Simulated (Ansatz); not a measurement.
## MgO: moving O off its site

MgO, P6_3/mmc, a = 3.484 Å, c = 4.186 Å. This isn't the usual stable structure of the compound. Ansatz: r2SCAN, PAW, 500 eV, Γ-centred 6×6×6 mesh on 4 atoms, Gaussian smearing 0.05 eV; no spin polarisation.

```
Mg O
1.0
     3.48410    0.00000    0.00000
    -1.74205    3.01732    0.00000
     0.00000    0.00000    4.18569
Mg O
2 2
Direct
  0.66667 0.33333 0.75000
  0.33333 0.66667 0.25000
  0.66667 0.33333 0.25000
  0.33333 0.66667 0.75000
```

Atom 3 (O) moves by x along the unit vector (0.000, -0.693, -0.721), with its periodic images; all else is held. y is the free energy of the cell over the start, F the force along the path summed over the moved atoms.

| x (Å) | y (meV) | F (eV/Å) |
| --- | --- | --- |
| -0.300 | ? | ? |
| -0.200 | 213.4 | 2.08 |
| -0.100 | 54.8 | 1.08 |
| 0.000 | 0.0 | 0.00 |
| 0.050 | 14.4 | -0.58 |
| 0.100 | 58.5 | -1.19 |
| 0.150 | 134.2 | -1.84 |
| 0.200 | 243.2 | -2.53 |
| 0.250 | 387.5 | -3.25 |
| 0.300 | 569.3 | -4.02 |

Q: Fit y = c2 x² + c3 x³ + c4 x⁴ to the energies of the other rows, give the force constant, and predict energy and force of the missing row.

A: Least squares on the rows shown. y = 5658.9 x² + 1861.5 x³ + 1204.7 x⁴. The force constant is 2 c2 = 11.3 eV/Å² (for all images moving together, not for a lone atom). The force −dy/dx at the missing row is 3.02 eV/Å (computed 3.04). At x = -0.300 the fit asked for gives 468.8 meV. The run gave 469.5 meV, so the fit is 0.7 meV too low, a small miss on the scale of the series.

Cost: 10 runs of about 1.9 core-minutes in all, on Arm Neoverse V2 (shared hosts).